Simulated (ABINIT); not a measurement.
Here is an ABINIT 10.8.3 (patched build) calculation.

run.abi

```
# Datasets: ground state, then fixed potential
ndtset 2

# Pseudopotentials
pp_dirpath "./"
pseudos "Sb.GGA_PBE-JTH.xml, Ga.GGA_PBE-JTH.xml"

# Structure
acell 3*1.0
rprim
     0.0000000000     5.7806722152     5.7806722152
     5.7806722152     0.0000000000     5.7806722152
     5.7806722152     5.7806722152     0.0000000000
ntypat 2
znucl 51 31
natom 2
typat 1 2
xred
     0.7500000000     0.7500000000     0.7500000000
     0.0000000000     0.0000000000     0.0000000000

# Plane-wave basis
ecut 17.0
pawecutdg 34.0

# Exchange and correlation
ixc -110131

# Bands and occupations
occopt 3
tsmear 0.05 eV

# SCF cycle
nstep 100

# Output
iomode 3
prtwf 0
prteig 0
prtebands 0
prtden1 1
prtvha1 1
prtvclmb1 1
prtpot1 1

# Dataset 1
kptopt1 1
ngkpt1 8 8 8
nshiftk1 1
shiftk1 0.0 0.0 0.0
nband1 18
tolvrs1 1.0e-9

# Dataset 2: bands along G-X-W-K-G-L-U-W-L-K
iscf2 -2
getden2 1
nband2 22
nbdbuf2 2
tolwfr2 1.0e-12
kptopt2 -9
ndivsm2 8
prteig2 1
kptbounds2
     0.0000000000     0.0000000000     0.0000000000
     0.5000000000     0.0000000000     0.5000000000
     0.5000000000     0.2500000000     0.7500000000
     0.3750000000     0.3750000000     0.7500000000
     0.0000000000     0.0000000000     0.0000000000
     0.5000000000     0.5000000000     0.5000000000
     0.6250000000     0.2500000000     0.6250000000
     0.5000000000     0.2500000000     0.7500000000
     0.5000000000     0.5000000000     0.5000000000
     0.3750000000     0.3750000000     0.7500000000
```

Potentials or basis: JTH PAW PBE v2.0.

Run with:

```console
$ abinit run.abi > log 2>&1
```

Estimate the pressure.

3.3 GPa.

Estimate the band gap along the path.

0.20 eV, direct.

Estimate the band gap on the k mesh.

0.20 eV, direct.

Levels at the corners of the path, in eV from the valence-band top:
| point | band 10 | band 11 | band 12 | band 13 | band 14 | band 15 | band 16 | band 17 | band 18 | band 19 |
| --- | --- | --- | --- | --- | --- | --- | --- | --- | --- | --- |
| Γ | -15.44 | -11.39 | 0.00 | 0.00 | 0.00 | 0.20 | 2.87 | 2.87 | 2.87 | 6.61 |
| X | -15.43 | -9.00 | -6.69 | -2.51 | -2.51 | 1.19 | 1.62 | 8.80 | 8.80 | 10.45 |
| W | -15.44 | -8.96 | -6.57 | -3.22 | -3.00 | 3.79 | 4.57 | 4.66 | 5.06 | 10.16 |
| K | -15.43 | -9.07 | -6.52 | -3.47 | -2.14 | 1.70 | 4.10 | 6.82 | 6.90 | 7.90 |
| Γ | -15.44 | -11.39 | 0.00 | 0.00 | 0.00 | 0.20 | 2.87 | 2.87 | 2.87 | 6.61 |
| L | -15.44 | -9.81 | -6.23 | -1.14 | -1.14 | 0.63 | 3.88 | 3.88 | 7.13 | 9.85 |
| U | -15.43 | -9.07 | -6.52 | -3.47 | -2.14 | 1.70 | 4.10 | 6.82 | 6.90 | 7.90 |
| W | -15.44 | -8.96 | -6.57 | -3.22 | -3.00 | 3.79 | 4.57 | 4.66 | 5.06 | 10.16 |
| L | -15.44 | -9.81 | -6.23 | -1.14 | -1.14 | 0.63 | 3.88 | 3.88 | 7.13 | 9.85 |
| K | -15.43 | -9.07 | -6.52 | -3.47 | -2.14 | 1.70 | 4.10 | 6.82 | 6.90 | 7.90 |

Caveat: the PAW data sets were made with another functional, which shifts forces and pressure a little; spin-orbit coupling is left out, which moves the levels of the heavy elements.

**Measured values to compare with.**

A printed reference work, data compilation reports, for a bulk crystal of GaSb at 4.2 K: band gap 0.811 eV (direct).

Measured gap of GaSb: 0.811 eV (direct; 4.2 K; a printed reference work, data compilation). This calculation gives 0.20 eV (-0.61 eV). Spin-orbit coupling on Ga, Sb is left out. The value is that of OLYP, without temperature or zero-point motion.
